# Squeezing and stretching fcc tungsten

Tungsten normally crystallises in the body-centred cubic (bcc) structure. The crystal here is a different one: tungsten atoms on a face-centred cubic (fcc) lattice, each with twelve nearest neighbours. Density-functional theory gives its energy at seven volumes, while the lattice keeps its cubic shape. The seven questions below start with reading the columns and end with what such a curve can decide.

Fcc tungsten at fixed cubic shape and a static lattice, calculated with Ansatz 0.2.0 using the PBE functional and scalar-relativistic all-electron LAPW, without spin polarisation, spin–orbit coupling or a dispersion correction. The k mesh is 11×11×11, with Fermi–Dirac smearing of 0.05 eV. Energies are counted from the minimum of the fitted curve.

```csv
volume (Å³/atom),energy (meV/atom),pressure (GPa)
15.73,31.34,14.440
16.06,8.73,7.350
16.40,0.16,0.980
16.73,4.20,-4.730
17.07,19.53,-9.850
17.40,44.96,-14.410
17.73,79.40,-18.490
```

Volume is counted per atom. Energy is counted from the minimum of a smooth curve fitted to the seven rows. Positive pressure means that the crystal pushes outwards and must be held in; negative pressure means that it pulls inwards and must be held open.

## 1. Is the given cell, at 16.73 Å³, at rest?

No, it is slightly stretched. Its pressure is −4.7 GPa, so the crystal would shrink if its volume were set free. In the next smaller cell, at 16.40 Å³, the pressure is already positive. The resting volume must lie between these two rows, and the fitted curve puts it at 16.45 Å³.

The two result columns tell the same story because pressure is the downhill slope of energy against volume. Between the last two rows the energy rises by 34.4 meV. The mean inward pull times the volume step gives about 34 meV, which is the work done against that pull. This agreement shows that the columns are consistent, though it is no independent test of the calculation.

## 2. The last row lies much higher than the first. Is stretching harder than squeezing?

The last energy is about 2.5 times the first, but the two rows are not equally far from rest. The first cell is 4.4 % below the resting volume and the last is 7.8 % above it. Near a minimum, energy grows with the square of the displacement, and the squares alone would make the last row about 3.2 times as high as the first. The actual ratio is smaller, so the stretched crystal gives way more easily than its high energy suggests.

## 3. What would a perfectly even spring predict?

Picture a crystal that resists squeezing and stretching equally, like a spring with a constant stiffness. For a crystal, that stiffness is the bulk modulus B, the resistance to a uniform change of volume. The restoring pressure then grows in proportion to the displacement. Adding up the work from rest gives

E = B (V − V₀)² / (2V₀),

where E is the energy per atom, V the volume per atom and V₀ its resting value.

The fitted curve has B = 290.9 GPa and V₀ = 16.45 Å³. The last row is displaced by 17.73 − 16.45 = 1.28 Å³, so

E ≈ 290.9 × 1.28² / (2 × 16.45) ≈ 14.5 GPa Å³ ≈ 90 meV.

The conversion uses 1 eV/Å³ ≈ 160.2 GPa. The table has 79.4 meV, so the even spring is roughly one seventh too high relative to the table.

In the first row the error has the opposite sign: the spring gives 28.7 meV, 8 to 9 % below the table. Squeezing therefore costs more than the symmetric law allows, and stretching costs less. For the two rows roughly 2 % from rest in volume, the simple law stays within about 5 % of the table. Both rows worked here were among those that fixed B and V₀, so the comparison tests the symmetric shape and is not a prediction of new data. The printed output after this text shows the comparison for every row.

## 4. Why does the crystal soften as it is stretched?

The pressure column shows the softening directly. Equal volume steps lower the pressure by 7.1 GPa at the compressed end but by only 4.1 GPa at the stretched end. Expressed as a bulk modulus for each interval, the resistance falls from nearly 340 to about 215 GPa.

Over the same range the distance between neighbours grows by only 3.4 %. Each percent of extra distance thus removes more than a tenth of the stiffness. A single modulus taken at rest understates the resistance of the squeezed crystal and overstates that of the stretched one.

The explanation comes from the standard theory of metallic bonding; the table does not divide the energy into its parts. Overlap between the 5d orbitals of neighbouring atoms binds the metal, and this attraction weakens as the atoms separate. Squeezing confines the electrons more tightly, which raises their kinetic energy, and it pushes the outer s and p electrons against the filled inner shells. This repulsion changes more steeply with distance than the attraction does. At rest the two forces cancel, but the stiffness comes from the steep repulsion, which fades quickly on stretching.

A diatomic molecule shows the same pattern in a simpler form. Its energy curve has a steep wall at short distance and a gentler slope at long distance. The likeness covers the lopsided shape of the curve only. In the metal, twelve contacts around each atom change together and the electrons are shared by the whole crystal, so the energy cannot be read as that of independent pair bonds.

## 5. Which digits can be trusted?

The finite basis set brings an estimated error of 0.5 meV per atom. Only the energy at 16.40 Å³, 0.16 meV, is smaller than that, and the rise towards both ends is far larger. Yet each entry is a difference between two volumes of the same crystal, so the part of the error that both share cancels. The rows on either side also help to fix where the minimum lies. How much error remains in a difference is not shown. The second decimal of an energy is useful for following the curve but is no measure of absolute accuracy. The stated error also covers the basis set only: the k mesh is a usual working mesh, not a converged limit, and adds an error that the table does not show. The PBE functional and the neglect of spin-orbit coupling bring errors of their own, which no finer mesh or larger basis removes.

The fitted curve passes within about 0.01 meV of the rows, taken as a root mean square. Such a close fit shows that the energies vary smoothly with volume. An error that itself changes smoothly would pass unnoticed, because the curve would simply follow it. Smoothness therefore shows that the random scatter is small, not that the curve itself is exact.

## 6. What would change if energies were counted from ordinary bcc tungsten?

Every energy would rise by the same amount, roughly 0.5 eV per atom as a recalled value for this type of calculation. That is about six times the highest energy in the table. No pressure would change, because a constant shift leaves the slope as it was. The resting volume and the bulk modulus would stay the same too.

The choice of zero matters when the question is which structure forms. The low energy at 16.40 Å³ means that this volume is favourable for the fcc lattice, not that fcc is the favourable lattice. Comparing the two phases takes both energy curves on a common scale.

Nor does the smooth minimum show that fcc tungsten would survive if it were made. Fcc tungsten is known to be unstable near zero pressure against a tetragonal distortion, in which one cube axis changes length relative to the other two. Here the cell keeps its cubic shape, so it cannot take that path. The positive bulk modulus describes resistance to a uniform change of size, and a crystal can have that resistance while giving way to a change of shape.

## 7. What would change if tungsten were replaced by gold?

The main change would be in the filling of the d band. In tungsten this band is roughly half full: most of the states that strengthen the bonds are occupied, and most of those that weaken them are empty. In gold the d band is essentially full, so the bonding and weakening contributions largely cancel. The d electrons then hold the atoms together much less strongly, and gold is accordingly the softer metal under uniform compression.

The lopsided curve would remain, because gold also combines a steep repulsion with a gentler attraction. Among the 5d metals, band filling largely sets how stiff a metal is at rest, while the different reach of the two forces makes it stiffen on squeezing and soften on stretching. For another close-packed metal, the first guess should therefore be a different modulus but the same direction of change with volume.

Numerical output:

```
Each row against the minimum:
    row  contact_A  volume_from_minimum_percent  energy_meV  parabola_meV
  15.73      2.812                        -4.38       31.34         28.65
  16.06      2.832                       -2.374        8.73         8.417
   16.4      2.852                       -0.307        0.16        0.1408
  16.73      2.871                        1.699         4.2         4.311
  17.07       2.89                        3.766       19.53         21.18
   17.4      2.909                        5.772       44.96         49.76
  17.73      2.927                        7.778        79.4         90.35
Interval from the row above to this row:
    row  mid_contact_A  local_modulus_GPa  energy_change_meV  minus_mean_pressure_times_step_meV
  16.06          2.822              338.1             -22.61                              -22.67
   16.4          2.842              310.2              -8.57                              -8.665
  16.73          2.861              283.7               4.04                               3.901
  17.07          2.881              259.6              15.33                               15.17
   17.4          2.899              235.8              25.43                               25.24
  17.73          2.918                215              34.44                               34.22
Contact length at the equilibrium volume (angstrom): 2.855
Volume of zero pressure by straight line between rows (angstrom^3/atom): 16.46
Energy of last row over first row (ratio): 2.534
The same ratio from the symmetric parabola: 3.154
Parabola less table in the first row (meV/atom): -2.688
Parabola less table in the last row (meV/atom): 10.95
Pressure drop over the first interval (GPa): 7.09
Pressure drop over the last interval (GPa): 4.08
Fall of local modulus from first to last interval (percent): 36.41
Growth of contact length from first to last interval (percent): 3.387
Rows with energy above the basis error (count): 6
Recalled fcc-bcc offset over the highest energy in the table (rough ratio): 6.297
```
